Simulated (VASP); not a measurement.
# BP (F-43m) in VASP: further runs

The runs below take BP through G0W0 quasiparticle levels, with PBE.

All numbers are computed with VASP 6.6.1; they aren't measurements. Logs are shortened: lines on timing, memory, paths and dates and some standing lists are left out, and cuts for length are marked.

## Step 1: The structure

It takes space group F-43m (No. 216, cubic). The conventional cell has a = 4.538 Å, b = 4.538 Å, c = 4.538 Å, α = 90.00°, β = 90.00°, γ = 90.00°. P (site symmetry -43m) has 4 B at 1.97 Å as nearest neighbours. Around B (site symmetry -43m) lie 4 P at 1.97 Å.

## Step 2: G0W0 quasiparticle levels, PBE

POSCAR reads:

```
BP
1.0
    0.0000000000      2.2690000000      2.2690000000
    2.2690000000      0.0000000000      2.2690000000
    2.2690000000      2.2690000000      0.0000000000
P B
1 1
Direct
    0.7500000000      0.7500000000      0.7500000000
    0.0000000000      0.0000000000      0.0000000000
```

INCAR.step1 reads:

```
PREC = Accurate
ENCUT = 450
EDIFF = 1E-8
ISMEAR = 0
SIGMA = 0.01
LREAL = F
LASPH = T
NELM = 100
ALGO = Fast
LWAVE = T
LCHARG = F
GGA = PE
```

INCAR.step2 reads:

```
PREC = Accurate
ENCUT = 450
EDIFF = 1E-8
ISMEAR = 0
SIGMA = 0.01
LREAL = F
LASPH = T
NELM = 1
ALGO = Exact
LWAVE = T
LCHARG = F
GGA = PE
NBANDS = 144
LOPTICS = T
ISTART = 1
```

INCAR.step3 reads:

```
PREC = Accurate
ENCUT = 450
EDIFF = 1E-8
ISMEAR = 0
SIGMA = 0.01
LREAL = F
LASPH = T
ALGO = EVGW0
LWAVE = F
LCHARG = F
GGA = PE
NELMGW = 1
NBANDS = 144
ENCUTGW = 50
NOMEGA = 48
PRECFOCK = Fast
ISTART = 1
NBANDSGW = 12
```

KPOINTS reads:

```
regular mesh
0
Gamma
  3 3 3
```

Potentials or basis: VASP PAW PBE potentials, release 64 (P_GW, B_GW).

Launch:

```sh
$ cat potpaw_PBE.64/P_GW/POTCAR potpaw_PBE.64/B_GW/POTCAR > POTCAR
$ cp INCAR.step1 INCAR
$ mpirun -np 1 vasp_std > vasp.out
$ cp INCAR.step2 INCAR
$ mpirun -np 1 vasp_std > vasp.out
$ cp INCAR.step3 INCAR
$ mpirun -np 1 vasp_std > vasp.out
```

OUTCAR:

```text
PREC = Accurate
   ENCUT = 450
   EDIFF = 1E-8
   ISMEAR = 0
   LREAL = F
   LASPH = T
   GGA = PE
   NELMGW = 1
   ENCUTGW = 50
   PRECFOCK = Fast
   ISTART = 1

 Found      4 irreducible k-points:

 Following reciprocal coordinates:
            Coordinates               Weight
  0.000000  0.000000  0.000000      1.000000
  0.333333  0.000000  0.000000      8.000000
  0.333333  0.333333  0.000000      6.000000
 -0.333333  0.333333  0.000000     12.000000
   k-points           NKPTS =      4   k-points in BZ     NKDIM =     27   number of bands    NBANDS=    144
   number of dos      NEDOS =    301   number of ions     NIONS =      2
   total plane-waves  NPLWV =  13824
   dimension x,y,z NGX =    24 NGY =   24 NGZ =   24
   dimension x,y,z NGXF=    48 NGYF=   48 NGZF=   48
   ions per type =               1   1
   NGX,Y,Z   is equivalent  to a cutoff of  12.43, 12.43, 12.43 a.u.
   NGXF,Y,Z  is equivalent  to a cutoff of  24.87, 24.87, 24.87 a.u.
 SYSTEM =  unknown system
   PREC   = accura    normal or accurate (medium, high low for compatibility)
   ISTART =      1    job   : 0-new  1-cont  2-samecut
   ICHARG =      0    charge: 1-file 2-atom 10-const
   ISPIN  =      1    spin polarized calculation?
   LNONCOLLINEAR =      F non collinear calculations
   LSORBIT =      F    spin-orbit coupling
   LASPH  =      T    aspherical Exc in radial PAW
   ENCUT  =  450.0 eV  33.07 Ry    5.75 a.u.   5.55  5.55  5.55*2*pi/ulx,y,z
   NELM   =     60;   NELMIN=  2; NELMDL=  0     # of ELM steps
   EDIFF  = 0.1E-07   stopping-criterion for ELM
   LREAL  =      F    real-space projection
   EDIFFG = 0.1E-06   stopping-criterion for IOM
   NSW    =      0    number of steps for IOM
   IBRION =     -1    ionic relax: 0-MD 1-quasi-New 2-CG
   NFREE  =      0    steps in history (QN), initial steepest desc. (CG)
   ISIF   =      0    stress and relaxation
   ISYM   =      3    0-nonsym 1-usesym 2-fastsym
   POTIM  = 0.5000    time-step for ionic-motion
   TEBEG  =    0.0;   TEEND  =   0.0 temperature during run
   PSTRESS=    0.0 pullay stress
   NELECT =       8.0000    total number of electrons
   NUPDOWN=      -1.0000    fix difference up-down
   EMIN   =  10.00;   EMAX   =-10.00  energy-range for DOS
   EFERMI =   0.00;   METHOD = LEGACY
   ISMEAR =     0;   SIGMA  =   0.01  broadening in eV -4-tet -1-fermi 0-gaus
   EFERMI_NEDOS =   21; number of points for ismear=-14 and -15
   IALGO  =     38    algorithm
   IMIX   =      4    mixing-type and parameters
     AMIX     =   0.40;   BMIX     =  1.00
     AMIX_MAG =   1.60;   BMIX_MAG =  1.00
  volume/ion in A,a.u.               =      11.68        78.83
  Fermi-wavevector in a.u.,A,eV,Ry     =   1.145320  2.164342 17.847562  1.311759
  Thomas-Fermi vector in A             =   2.282009
   LORBIT       =      0    0 simple, 1 ext, 2 COOP (PROOUT), +10 PAW based schemes
   GGA     = PE    functional components
   LHFCALC =     T    Hartree Fock is set to
   PRECFOCK=fast      Normal, Fast or Accurate (Low or Medium for compatibility)
   ENCUT4O =  -1.0   cutoff for four orbital integrals eV
   NKREDX  =     1    reduce k-point grid by
   NKREDY  =     1    reduce k-point grid by
   NKREDZ  =     1    reduce k-point grid by
   AEXX    =    1.0000 exact exchange contribution
   HFSCREEN=    0.0000 screening length (either q_TF or 0.3 A-1)
   HFSCREENC=   0.0000 screening length for correlation (either q_TF or 0.3 A-1)
   ENCUTFOCK=  -1.0 apply spherical cutoff to Coloumb kernel
   IVDW    =     0    specifies the selected vdW correction
   LEPSILON=     F    determine dielectric tensor
   LRPA    =     F    only Hartree local field effects (RPA)
   LRPAFORCE           =     F    calculate RPA forces
   ENCUTGW             =  50.0    cutoff for response function in eV
   ENCUTGWSOFT         =  40.0    soft cutoff for Coulomb kernel in GW response function in eV
   ENCUTLF             =  -1.0    cutoff for local field effects
   NELMGW              =     1    number of iterations in solving QP/BSE equation
   NELMHF              =     1    number of iterations in the inner HF iteration
   NKREDLFX            =     1    NKREDLFY  =   1   NKREDLFZ  =   1
 non-spin polarized calculation
 Gauss-broadening in eV      SIGMA  =   0.01
  energy-cutoff  :      450.00
  volume of cell :       23.36
 maximum number of plane-waves:       531
 NGX is ok and might be reduce to    24
  NGX = 14; NGY = 14; NGZ = 14
   NGX = 11   NGY = 11   NGZ = 11
 maximum number of plane-waves:        22
 NGX is ok and might be reduce to    10

 QP shifts <psi_nk| G(iteration)W_0 |psi_nk>: iteration 1
 for sc-GW calculations column KS-energies equals QP-energies in previous step
 and V_xc(KS)=  KS-energies - (<T + V_ion + V_H > + <T+V_H+V_ion>^1  + <V_x>^1)

 k-point   1 :       0.0000    0.0000    0.0000
  band No.  KS-energies  QP-energies   sigma(KS)   V_xc(KS)     V^pw_x(r,r')   Z            occupation Imag(sigma)

      1      -8.2562      -8.6600     -12.5954     -12.0443     -20.4104       0.7329       2.0000       1.5050
      2       7.2423       7.2701     -13.2973     -13.3323     -15.6940       0.7947       2.0000       0.0961
      3       7.2423       7.2701     -13.2973     -13.3323     -15.6940       0.7947       2.0000       0.0961
      4       7.2423       7.2701     -13.2973     -13.3323     -15.6940       0.7947       2.0000       0.0961
      5      10.5996      11.2538     -11.2221     -12.0587      -6.6990       0.7820       0.0000      -0.1003
      6      10.5996      11.2538     -11.2221     -12.0587      -6.6990       0.7820       0.0000      -0.1003
      7      10.5996      11.2538     -11.2221     -12.0587      -6.6990       0.7820       0.0000      -0.1003
      8      14.6211      15.3872     -11.7514     -12.7388      -5.8616       0.7758       0.0000      -0.2330
      9      18.7364      18.6239      -9.4886      -9.3455      -3.2088       0.7861       0.0000      -0.4144
     10      19.2002      19.9598     -10.7669     -11.7529      -4.8887       0.7705       0.0000      -0.2562
     11      19.2002      19.9598     -10.7669     -11.7529      -4.8887       0.7705       0.0000      -0.2562
     12      22.8563      23.0598      -9.6098      -9.8669      -2.7229       0.7915       0.0000      -0.7527

 k-point   2 :       0.3333    0.0000    0.0000
  band No.  KS-energies  QP-energies   sigma(KS)   V_xc(KS)     V^pw_x(r,r')   Z            occupation Imag(sigma)

      1      -6.3381      -6.6963     -12.7408     -12.2494     -19.8743       0.7290       2.0000       1.1201
      2       0.4812       0.1623     -12.6155     -12.1915     -16.7983       0.7522       2.0000       0.2928
      3       5.7643       5.6988     -13.1397     -13.0562     -15.8315       0.7839       2.0000       0.1096
      4       5.7643       5.6988     -13.1397     -13.0562     -15.8315       0.7839       2.0000       0.1096
      5      11.1127      11.6880     -11.3508     -12.0845      -6.5521       0.7841       0.0000      -0.1110
      6      12.0497      12.7084     -10.9907     -11.8323      -6.1150       0.7828       0.0000      -0.1202
      7      12.0497      12.7084     -10.9907     -11.8323      -6.1150       0.7828       0.0000      -0.1202
      8      17.3386      17.7836     -10.3851     -10.9706      -3.9912       0.7601       0.0000      -0.3397
      9      19.0046      19.6240     -10.6389     -11.4359      -4.5850       0.7771       0.0000      -0.3539
     10      19.0046      19.6240     -10.6389     -11.4359      -4.5850       0.7771       0.0000      -0.3539
     11      20.6568      20.9083     -10.1771     -10.5014      -3.6857       0.7756       0.0000      -0.4710
     12      24.9945      25.4929     -10.6366     -11.2976      -3.3551       0.7541       0.0000      -0.7737

 k-point   3 :       0.3333    0.3333    0.0000
  band No.  KS-energies  QP-energies   sigma(KS)   V_xc(KS)     V^pw_x(r,r')   Z            occupation Imag(sigma)

      1      -5.6621      -6.0411     -12.7904     -12.2893     -19.6316       0.7563       2.0000       1.0200
      2       1.6264       1.3935     -13.2060     -12.9007     -17.2483       0.7628       2.0000       0.2525
      3       3.7285       3.5234     -12.8368     -12.5712     -16.0353       0.7719       2.0000       0.1438
      4       3.7285       3.5234     -12.8368     -12.5712     -16.0353       0.7719       2.0000       0.1438
      5       8.5793       8.9373     -10.6060     -11.0563      -6.2808       0.7953       0.0000      -0.0853
      6      10.4955      10.7877     -10.0899     -10.4579      -5.2513       0.7940       0.0000      -0.1028
      7      16.8164      17.7735     -11.5169     -12.7487      -5.5689       0.7770       0.0000      -0.2927
      8      16.8164      17.7735     -11.5169     -12.7487      -5.5689       0.7770       0.0000      -0.2927
      9      20.8930      21.7464     -11.5285     -12.6458      -4.7080       0.7638       0.0000      -0.5168
     10      21.8821      22.6961     -10.8642     -11.9044      -4.3625       0.7826       0.0000      -0.5084
     11      24.4353      24.9045     -10.6154     -11.2334      -3.5072       0.7593       0.0000      -0.7241
     12      26.9735      27.7196     -11.0504     -12.0371      -3.5594       0.7562       0.0000      -1.0376

 k-point   4 :      -0.3333    0.3333    0.0000
  band No.  KS-energies  QP-energies   sigma(KS)   V_xc(KS)     V^pw_x(r,r')   Z            occupation Imag(sigma)

      1      -3.8247      -4.0790     -13.0569     -12.7142     -19.3027       0.7418       2.0000       0.7496
      2      -0.6121      -0.9696     -12.9890     -12.5124     -17.8964       0.7500       2.0000       0.4150
      3       0.8718       0.4868     -12.1328     -11.6314     -15.7545       0.7679       2.0000       0.2362
      4       4.1665       3.9890     -12.9231     -12.6946     -16.0028       0.7764       2.0000       0.1365
      5       9.8351      10.2065     -10.4417     -10.9091      -5.8143       0.7946       0.0000      -0.0981
      6      15.4335      16.0172     -10.8413     -11.5956      -5.2861       0.7739       0.0000      -0.2118
      7      15.7422      16.6174     -11.2131     -12.3392      -5.3371       0.7771       0.0000      -0.2674
      8      16.9754      17.7869     -11.4262     -12.4876      -5.3046       0.7646       0.0000      -0.3066
      9      17.6280      18.3809     -11.1593     -12.1376      -5.1107       0.7695       0.0000      -0.3021
     10      18.8698      19.4536     -10.6226     -11.3649      -4.7725       0.7866       0.0000      -0.3373
     11      25.9044      26.6256     -11.1108     -12.0790      -3.4867       0.7449       0.0000      -0.8690
     12      27.2862      27.4916      -9.8836     -10.1504      -2.6179       0.7696       0.0000      -0.9420
```

Wall time 12 s (1 thread of Intel Xeon Platinum 8488C (Sapphire Rapids), shared host); peak memory 0.17 GiB.

The run converged, but some of its settings lie outside the range that counts as converged, so its numbers aren't taken as properties of the crystal.

Results:

```
Band gap on the k mesh, mean-field level : 1.34 eV, indirect (least direct gap 3.36 eV)
Quasiparticle gap                        : 1.67 eV
Least direct quasiparticle gap           : 3.98 eV
```

Caveat: the k mesh is coarse (spacing up to 0.80 Å⁻¹), so the values aren't converged; bands, screening cutoff and mesh are small and nothing is extrapolated, so the quasiparticle values aren't converged; an odd mesh through Γ misses points on the zone boundary, where band edges often lie.

[end of part 1 of 2]
